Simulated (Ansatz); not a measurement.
## Structures of TiB3: which is lowest?

Plane-wave DFT in Ansatz with scalar-relativistic PAW potentials, cutoff 420 eV, Γ-centred meshes chosen by cell and gap, Gaussian smearing with energies taken to zero width. Every cell was relaxed (cell and atoms) in a run of its own, within the symmetry of its start. Functional: PBEsol.

Relaxed structures (starts from databases or built by putting these elements on another compound's sites):
A. I4/mmm, 4 atoms in the computed cell, a = 3.021 Å, c = 7.181 Å; sites (symmetry × multiplicity) Ti 4/mmm × 2, B -4m2 × 4 + 4/mmm × 2; start: built
B. Pm-3m, 4 atoms in the computed cell, a = 3.158 Å; sites (symmetry × multiplicity) Ti m-3m × 1, B 4/mm.m × 3; start: built

Question: Rank them by energy. Could pressure change the order?

Answer:
```tsv
structure	group	E − E(lowest) (meV/atom)	V (Å³/atom)	gap on mesh (eV)
B	Pm-3m	0.0	7.87	0.00
A	I4/mmm	49	8.19	0.00
```

B is lowest, 49 meV/atom under A. The lowest is also the densest of these, so pressure wouldn't bring one of the others in at first order. Other structures may lie lower than all of these, and vibrations aren't counted.